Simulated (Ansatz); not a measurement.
# InCuS2 under a change: pressure 30 GPa

Start from InCuS2 in the chalcopyrite structure (space group I-42d, No. 122; a = 5.577 Å, c = 11.234 Å).

Now apply this change: cell and atoms relaxed at a pressure of 30 GPa.

Calculations: DFT with PBE, PAW potentials and a 420 eV plane-wave cutoff in Ansatz (a quantum-chemistry and plane-wave program), no spin-orbit coupling. Γ-centred 8×8×8 mesh, Fermi–Dirac width 0.05 eV.

```csv
quantity,base,changed,shift
volume per atom,21.84 Å³,16.97 Å³,-4.87 Å³
density,4.61 g/cm³,5.93 g/cm³,+1.32 g/cm³
lattice parameter a,5.577 Å,5.062 Å,-0.515 Å
c/a ratio,2.014,2.093,+0.079
shortest interatomic distance,2.328 Å,2.122 Å,-0.206 Å
band gap,zero,0.63 eV,–
electron mass,–,"0.13 mₑ along c, 0.093 mₑ across (at Γ)",–
"valence-band top at Γ (three highest levels, from the VBM)",–,"0.00, 0.00, -0.18 eV",–
```

Final structure:

```
InCuS2
1.0
   -2.53094     2.53094     5.29788
    2.53094    -2.53094     5.29788
    2.53094     2.53094    -5.29788
Cu In S
2 2 4
Direct
  0.75000   0.25000   0.50000
  0.00000   0.00000   0.00000
  0.25000   0.75000   0.50000
  0.50000   0.50000   0.00000
  0.08661   0.12500   0.46161
  0.66339   0.62500   0.53839
  0.37500   0.91339   0.03839
  0.87500   0.33661   0.96161
```

Load acts through the strain it causes; cell and atoms are relaxed under it. Masses are band curvatures over ±0.01 Å⁻¹ around the edge. Whether these cells are dynamically stable was not tested. Competing high-pressure phases were not computed. The final runs are not spin-polarised. Gaps under 0.05 eV, about the width of the smearing, are given as zero. The zero or small gap of InCuS2 can change with the level of theory.
